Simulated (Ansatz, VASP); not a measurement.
**SnO in VASP and in Ansatz**

```
Sn O
1.0
     3.76215    0.00000    0.00000
     0.00000    3.76215    0.00000
     0.00000    0.00000    4.82087
Sn O
2 2
Direct
  0.50000 0.00000 0.76463
  0.00000 0.50000 0.23537
  0.00000 0.00000 0.00000
  0.50000 0.50000 0.00000
```

Change from the starting cell: volume scaled by 0.96.

Alike in both runs: task single point; functional PBEsol; k mesh 7 × 7 × 6; occupations fermi-dirac, width 0.05 eV; no spin polarisation.

|  | VASP | Ansatz |
| --- | --- | --- |
| version | VASP 6.6.1 | Ansatz 0.2.0 |
| potentials or method | VASP PAW PBE potentials, release 64 (Sn_d, O) | Ansatz PAW |
| plane-wave cutoff (eV) | 520 | 420 |
| valence electrons in the cell | 40 | 40 |

Ansatz gave:

- gap on the k mesh at the Fermi level (eV): 0.21
- least direct gap on the mesh (eV): 1.98
- pressure (GPa): 3.6
- largest component of the traceless stress (GPa): 0.82
- rms of the force components (eV/Å): 0.273

Question: Which values does VASP return?

Answer: gap on the k mesh at the Fermi level (eV): 0.22; least direct gap on the mesh (eV): 1.94; pressure (GPa): 3.9; largest component of the traceless stress (GPa): 0.80; rms of the force components (eV/Å): 0.312.

Atom by atom the forces differ by 0.039 eV/Å (rms over components). The functional is the same, so the differences come from potentials, cutoffs and numerics.

Caveats: spin-orbit coupling is left out, which moves the levels of the heavy elements; the PAW data sets were made with another functional, which shifts forces and pressure a little (VASP); an odd mesh through Γ misses points on the zone boundary, where band edges often lie (VASP); odd divisions of the mesh miss points on the zone boundary, where band edges often lie, so the gap on the mesh can be too wide (Ansatz); the pressure holds a Pulay correction of +0.5 GPa for the finite cutoff (Ansatz); the PAW data sets come from PBE, with cores solved anew for the run's functional, which leaves a small shift of forces and pressure (Ansatz).
